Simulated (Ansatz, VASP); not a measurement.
**One calculation of Zr, two programs**

File INCAR:

```
SYSTEM = Zr
PREC = Accurate
ENCUT = 520
EDIFF = 1E-6
ISMEAR = -1
SIGMA = 0.1
LREAL = .FALSE.
LASPH = .TRUE.
NELM = 100
ALGO = Normal
ISIF = 2
LWAVE = .FALSE.
LCHARG = .FALSE.
GGA = RE
NBANDS = 12
```

File KPOINTS:

```
regular mesh
0
G
  14 14 14
  0 0 0
```

Contents of POSCAR:

```
Zr
1.0
   -1.8243149592      1.8243149592      1.8243149592
    1.8243149592     -1.8243149592      1.8243149592
    1.8243149592      1.8243149592     -1.8243149592
Zr
1
Direct
    0.0000000000      0.0000000000      0.0000000000
```

Input for Ansatz:

```yaml
crystal:
  lattice:
    - [-1.8243149592, 1.8243149592, 1.8243149592]
    - [1.8243149592, -1.8243149592, 1.8243149592]
    - [1.8243149592, 1.8243149592, -1.8243149592]
  atoms:
    - { symbol: Zr, position: [0.0, 0.0, 0.0] }
hamiltonian:
  xc: revpbe
  pseudopotentials:
    kind: paw
    azcp:
      Zr: "pseudopotentials/Zr.paw.azcp"
basis:
  ecutwfc: 420
  fft_grid_basis: typed
kpoints:
  mp_grid: { grid: [14, 14, 14], shift: [0, 0, 0] }
magnetization:
  spin_polarized: false
scf:
  occupations: { method: fermi_dirac, width: 0.1 }
  lower_state_search: "off"
output:
  stress: true
  write_density: true
  write_potential: true
  elf: true
  volumetric_format: npy
```

Alike in both runs: task single point; functional revPBE; k mesh 14 × 14 × 14; occupations fermi-dirac, width 0.1 eV; no spin polarisation.

|  | VASP | Ansatz |
| --- | --- | --- |
| version | VASP 6.6.1 | Ansatz 0.2.0 |
| potentials or method | VASP PAW PBE potentials, release 64 (Zr_sv) | plane waves (420 eV) with PAW, scalar-relativistic |
| plane-wave cutoff (eV) | 520 | 420 |
| valence electrons in the cell | 12 | 12 |

|  | VASP | Ansatz | Ansatz less VASP |
| --- | --- | --- | --- |
| pressure (GPa) | -3.1 | -3.1 | -0.01 |

Caveats: the PAW data sets were made with another functional, which shifts forces and pressure a little (VASP).
